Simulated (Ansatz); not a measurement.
An Ansatz input:

```yaml
crystal:
  lattice:
    - [0.0, 3.2493443525, 3.2493443525]
    - [3.2493443525, 0.0, 3.2493443525]
    - [3.2493443525, 3.2493443525, 0.0]
  atoms:
    - { symbol: Se, position: [0.125, 0.125, 0.125] }
    - { symbol: Se, position: [0.875, 0.875, 0.875] }
hamiltonian:
  xc: pbe
  pseudopotentials:
    kind: paw
    azcp:
      Se: "pseudopotentials/Se.paw.azcp"
basis:
  ecutwfc: 420
  fft_grid_basis: typed
kpoints:
  mp_grid: { grid: [10, 10, 10], shift: [0, 0, 0] }
magnetization:
  spin_polarized: false
scf:
  occupations: { method: fermi_dirac, width: 0.1 }
  lower_state_search: "off"
output:
  stress: true
  write_density: true
  write_potential: true
  elf: true
  volumetric_format: npy
```

Output

```
Engine: ansatz 0.2.0, x86_64-unknown-linux-gnu
Pseudopotentials: kind: paw
Pseudopotential: Se, paw, valence charge 16, recommended cutoff 420 eV (normal) 
Functional definition: PBE
  parameter kappa = 0.804
  parameter beta = 0.06672455060314922
  exchange = pbe_x(kappa = kappa, mu = beta*pi^2/3)
  correlation = pbe_c(beta = beta)
Crystal: 2 atoms, lattice volume = 68.615 Å³
Basis set: ecut = 420 eV, 1363 PW (Γ)
Bands: 20, of which v1, the nominal top of the filled ones, is band 16 counted from 1 (15 counted from 0)
Symmetry: 48 space group operations
Space group: Fd-3m (ITA 227), of the structure as read, at distance tolerance 4.1e-5 Å
k-points: 47 of 1000
Non-local potential: Se, projectors of the file, l = 0: 2, l = 1: 2, l = 2: 3, l = 3: 1
PAW form: soft (Blöchl's): semilocal exchange-correlation on the pseudo side does not see the compensation charge
PAW one-centre angular grid: Se, 590 points (default); XC on 64 Gauss nodes
Initial density: superposition of atomic densities (neutral atoms: chi_scale 0, normalization atom), corrected by the library's trained network
Initial wavefunctions: pseudopotential atomic-orbital guess
Functional: x = pbe(κ = 0.804, μ = 0.2195149727645171), c = pbe(β = 0.06672455060314922)
SCF iter   1: F=—  HF=-10937.125884 eV  |F-HF|=—  |Δ(HF+E_count)|=         —  Δρ=1.04e-3  dr2=6.16e-4  ethr=1.77e-3  ⟨swp⟩=5.2  Hψ=4143  notcnv=0
SCF iter   2: F=—  HF=-10937.126202 eV  |F-HF|=—  |Δ(HF+E_count)|=   3.17e-4  Δρ=2.63e-4  dr2=3.25e-5  ethr=1.92e-6  ⟨swp⟩=2.1  Hψ=2244  notcnv=0
SCF iter   3: F=—  HF=-10937.126191 eV  |F-HF|=—  |Δ(HF+E_count)|=   1.07e-5  Δρ=7.55e-5  dr2=1.87e-6  ethr=1.02e-7  ⟨swp⟩=2.1  Hψ=1717  notcnv=0
SCF iter   4: F=—  HF=-10937.126185 eV  |F-HF|=—  |Δ(HF+E_count)|=   6.01e-6  Δρ=2.31e-5  dr2=2.22e-7  ethr=5.84e-9  ⟨swp⟩=2.0  Hψ=1719  notcnv=0
iter 5 did not close the SCF: its close was put off for the readings that it lacked (scf_convergence_deferred on its scf_iter line)
SCF iter   5: F=-10937.126185 eV  HF=-10937.126185 eV  |F-HF|=7.00e-9  |Δ(HF+E_count)|=   4.56e-7  Δρ=4.58e-6  dr2=1.48e-8  ethr=6.93e-10  ⟨swp⟩=2.0  Hψ=1707  notcnv=0
SCF iter   6: F=-10937.126185 eV  HF=-10937.126185 eV  |F-HF|=6.18e-11  |Δ(HF+E_count)|=   1.09e-8  Δρ=4.25e-7  dr2=1.19e-10  ethr=4.61e-11  ⟨swp⟩=4.7  Hψ=5192  notcnv=0
SCF 1 converged in 6 iterations: F = -10937.126185 eV  dr2 = 1.19e-10
SCF converged after 6 iterations
Free energy (F): -10937.126185 eV
Harris-Foulkes:  -10937.126185 eV  (|F-HF|=6.18e-11)
Internal energy: -10937.068593 eV  (E = F + TS)
E sigma→0 (E₀):  -10937.097389 eV
Entropy (-TS):   -0.057593 eV (-28.796 meV/atom)
Fermi energy:    4.695900 eV
--- Per-component energies (eV) ---
  E_band       = -891.743576
  E_kinetic    = 230.049035
  E_local      = -5611.809969  (includes V_loc(G=0)·N_el)
  E_nonlocal   = -1188.507600
  E_hartree    = 2717.798547
  E_xc         = -204.825897
  E_vxc        = -191.384670  (∫ρ·V_xc dr)
  E_paw        = -3824.169981  (= ΣΔE_a)
  E_vpaw       = 434.313441  (= ΣTr[D̂ρ^β])
  E_aug_tail   = -0.001158  (compensation charges beyond the density's cutoff)
  E_ewald      = -3055.601571
  E_smearing   = -0.057593  (= −TS)
  E_closure    = -0.000000  (closes the sum)
  Σ components = -10937.126185   (vs F -10937.126185, Δ=0.00e0)
--- Stress (GPa, compression-positive) ---
       -2.547812       0.000000       0.000000
        0.000000      -2.547812       0.000000
        0.000000      -0.000000      -2.547812
  P = ⅓ Tr σ = -2.5478 GPa (-25.478 kbar)
--- Band table (eV; the first three rows and the last of 47) ---
  k-point 0: bands = ["-43.7007", "-43.7007", "-43.7007", "-43.6974", "-43.6974", "-43.6889", "-43.6889", "-43.6862", "-43.6862", "-43.6862", "-10.0369", "-5.7468", "1.5926", "1.5926", "1.5926", "4.0659", "4.0659", "4.0659", "9.1547", "12.4947"]
  k-point 1: bands = ["-43.7008", "-43.7008", "-43.7005", "-43.6972", "-43.6972", "-43.6891", "-43.6891", "-43.6863", "-43.6860", "-43.6860", "-9.9793", "-5.8728", "1.5123", "1.5123", "1.5421", "4.1699", "4.1846", "4.1846", "9.4503", "12.2358"]
  k-point 2: bands = ["-43.7012", "-43.7012", "-43.7001", "-43.6967", "-43.6967", "-43.6896", "-43.6896", "-43.6867", "-43.6856", "-43.6856", "-9.8140", "-6.2088", "1.3303", "1.3303", "1.3816", "4.4617", "4.4617", "4.5350", "10.1480", "11.9495"]
  k-point 46: bands = ["-43.7028", "-43.7028", "-43.6948", "-43.6948", "-43.6932", "-43.6932", "-43.6917", "-43.6917", "-43.6840", "-43.6840", "-8.2801", "-8.2801", "0.1110", "0.1110", "3.4712", "3.4712", "6.1252", "6.1252", "10.7399", "10.7399"]
```

Command:

```sh
ansatz run input.yaml --threads 1 --pin off --max-ram 3584MiB --backend cpu --events-out ev --progress --plain --runs-dir out
```

On 1 thread of Intel(R) Xeon(R) Platinum 8259CL CPU @ 2.50GHz (Skylake/Cascade Lake) (shared host) this took about 5.3 s of wall time and 5 s of CPU time.
